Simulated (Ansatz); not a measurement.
# InP

```
In P
1.0
     0.00000    2.85500    2.85500
     2.85500    0.00000    2.85500
     2.85500    2.85500    0.00000
In P
1 1
Direct
  0.00000 0.00000 0.00000
  0.50000 0.50000 0.50000
```

Atoms are numbered in the order listed.

The cell comes from COD entry 1538565, which wasn't checked; take it as a given geometry.

No spin–orbit coupling, which matters for the heavy atoms here.

Levels of theory: DFT, PBEsol, all-electron LAPW, scalar-relativistic (Ansatz 0.2.0); DFT, PBEsol, PAW with Ansatz's default frozen-core files, scalar-relativistic (Ansatz 0.2.0).

For LAPW: a Γ-centred 11×11×11 k mesh, Fermi–Dirac smearing of 0.03 eV, basis error target 0.25 meV/atom, no spin polarisation. PAW takes a cutoff of 420 eV at this cell (files made with PBE, cores remade for this functional). The Ansatz runs share mesh, smearing and spin set-up. Values come from LAPW unless marked.

| Quantity | Value |
| --- | --- |
| Pressure at this cell | -82.3 kbar |
| Band gap | none: bands cross the Fermi level, a metal |
| Density of states at the Fermi level (0.2 eV bin) | 1.34 states/eV per cell |
| Löwdin charges (with 0.04 e of the cell spilling out of the atomic basis, so their sizes and signs hang on that basis) | In1 0.22, P2 -0.18 e |
| Bader charges (from the PAW run) | In1 +0.81, P2 -0.81 e |
| Volume per atom | 23.27 Å³ |
